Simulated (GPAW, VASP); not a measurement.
## HfB2: the Hubbard U on Hf d in 2 programs

```
Hf B
1.0
     3.14000    0.00000    0.00000
    -1.57000    2.71932    0.00000
     0.00000    0.00000    3.48000
Hf B
1 2
Cartesian
  0.0000 0.0000 0.0000
  1.5700 0.9064 1.7400
  0.0000 1.8129 1.7400
```

Kept alike: task single point; functional LDA; k mesh 10 × 10 × 8; occupations fermi-dirac, width 0.05 eV; no spin polarisation. The mesh is that of the run's cell of 3 atoms. No spin-orbit coupling.

- A: GPAW, the program's PAW data sets (release 1.2.1) made for this functional, cutoff 800 eV
- B: VASP, LDA PAW files B, Hf_pv, 520 eV

| Hubbard U on Hf d (eV) | A: pressure (GPa) | B: pressure (GPa) |
| --- | --- | --- |
| 2 | -4.27 | -4.09 |
| 3 | -1.32 | -1.19 |
| 4 | 1.78 | 1.76 |
| 5 | 5.06 | 4.77 |
| 6 | 8.50 | 7.85 |
| 8 | 15.87 | 14.18 |

U acts on projectors that differ between programs, so one value of U isn't one strength. Pressure is positive in compression; plane-wave values hold the error of the finite cutoff. For a metal such a mesh leaves the last digits unconverged.

**Question.** How large is the effect of the Hubbard U on Hf d, and do the programs agree on it?

**Answer.** From 2 to 8 eV the pressure moves by +20.14 in A, +18.27 in B (GPa). Row by row the programs differ by 0.02 to 1.69, and over this span the shifts, as printed, agree within about 9 %.

In both programs the pressure rises at every step in U and changes sign between 3 and 4 eV, so a larger U turns a cell that tends to contract into one that tends to expand. The likely reason lies in the Hf d–B p bonding. The Hf d shell is less than half filled and its orbitals are fractionally occupied through mixing with boron states. U penalises this partial occupation and pushes the d levels upward, which weakens their share in the bonding states. Compression increases the mixing and hence the penalty, which adds an outward pressure.

The near-zero pressure at intermediate U shouldn't be read as evidence of strong correlation. The Hf 5d states in this metallic diboride are broad and well screened, and the cell is close to the measured one, where LDA usually overbinds; U probably just offsets that error. The pressure alone doesn't show whether the expansion would favour the boron planes or the stacking direction.
